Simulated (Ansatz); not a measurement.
# SnTe: a line through a two-coordinate scan

Method: DFT PBE, scalar-relativistic, plane waves, PAW, in Ansatz 0.2.0.

### 1 The system as given

It takes space group Fm-3m (No. 225, cubic). The conventional cell has a = 6.412 Å, b = 6.412 Å, c = 6.412 Å, α = 90.00°, β = 90.00°, γ = 90.00°. Sn (site symmetry m-3m) is surrounded by 6 Te at 3.21 Å. Around Te (site symmetry m-3m) lie 6 Sn at 3.21 Å.

As a file:

```cif
data_structure
_symmetry_space_group_name_H-M 'P 1'
_symmetry_Int_Tables_number 1
_cell_length_a 4.5342
_cell_length_b 4.5342
_cell_length_c 4.5342
_cell_angle_alpha 60.000
_cell_angle_beta 60.000
_cell_angle_gamma 60.000
_cell_volume 65.92
loop_
_atom_site_label
_atom_site_type_symbol
_atom_site_fract_x
_atom_site_fract_y
_atom_site_fract_z
_atom_site_occupancy
Sn1 Sn 0.00000 0.00000 0.00000 1
Te1 Te 0.50000 0.50000 0.50000 1
```

This cell was relaxed beforehand with the same method: volume 32.96 Å³/atom, gap on the mesh 0.06 eV.

### 2 What is varied

The energy is mapped over a normal mode and a strain (zone-centre modes of the cell shown) (x along [1 0 0], y along [0 1 0], z along [0 0 1] of the conventional cell).

The axes are (1) amplitude of mode 1 (48i cm⁻¹), largest displacement in the unstrained cell: 11 values from −0.092 Å; (2) equal normal strain along x, y and z: 7 values from −2.50 %.

Nothing else is relaxed (the pattern is fixed in fractional coordinates). Energies count from the relaxed high-symmetry cell. Points are written as (first, second).

The modes come from a phonon run on the reference cell, made beforehand.

Displacement patterns for an amplitude of 1 (Å):

| atom | x1 | y1 | z1 |
| --- | --- | --- | --- |
| Sn1 | 1.000 | 0.000 | 0.000 |
| Te2 | -0.930 | 0.000 | 0.000 |

### 3 Point (−0.092 Å, −2.50 %)

input.yaml reads:

```yaml
crystal:
  lattice:
    - [0.0, 3.126015873, 3.126015873]
    - [3.126015873, 0.0, 3.126015873]
    - [3.126015873, 3.126015873, 0.0]
  atoms:
    - { symbol: Sn, position: [0.014347336, -0.014347336, -0.014347336] }
    - { symbol: Te, position: [0.4866522551, 0.5133477449, 0.5133477449] }
basis:
  ecutwfc: 420
kpoints:
  mp_grid: { grid: [10, 10, 10] }
hamiltonian:
  xc: pbe
scf:
  occupations: { method: gaussian, width: 0.03 }
output:
  forces: true
  stress: true
  eigenvalues: true
```

The run is started by

```sh
$ ansatz run input.yaml --threads 1 --pin off --max-ram 2048MiB --backend cpu --events-out ev --progress --plain --runs-dir out
```

Q: Estimate wall time and peak memory on 1 thread of Arm Neoverse V1, shared host.

About 13 s, with a peak of 0.41 GiB.
